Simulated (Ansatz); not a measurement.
Calculated with Ansatz (gas phase, PBE0-D4/def2-TZVP geometries, no zero-point term in ΔE). CCSD(T)/CBS adds triple-zeta CCSD(T) − MP2 to the extrapolated MP2 energy (def2 sets, frozen cores). This one scheme is used for every species. Functionals use def2-TZVPP. One conformer a species, not always the lowest.

`FC(F)(F)[SiH2]Cl` + `CN[SiH2]O` → `CN([SiH2]O)[SiH2]Cl` + trifluoromethane  (ligand exchange at the Si–C bond)

CCSD(T)/CBS gives -105.0 kJ/mol.

(1) Another level gave -98.7 kJ/mol. Which?
A. ωB97X-V/def2-TZVPP
B. PBE/def2-TZVPP
C. HF/def2-TZVPP
D. PBE-D4/def2-TZVPP

Largest T1 diagnostic among the species: 0.012.

Answers

(1) A. ωB97X-V -98.7, PBE -83.6, HF/def2-TZVPP -108.8, PBE-D4 -91.3 kJ/mol.

The D4 term adds −12.3 kJ/mol with B3LYP and −6.9 kJ/mol with PBE0; it sums over pairs of atoms, weighted by their polarisabilities, and B3LYP, whose exchange is more repulsive, gets the larger term. From PBE to PBE0 (25 % exact exchange), in def2-TZVPP and without D4, ΔE moves by −10.2 kJ/mol.

B3LYP here is the variant with VWN-RPA as its local correlation; programs differ in this.

CCSD(T)/CBS has its own doubt, a few kJ/mol and more with outer-core shells, so smaller differences from it don't rank the levels.
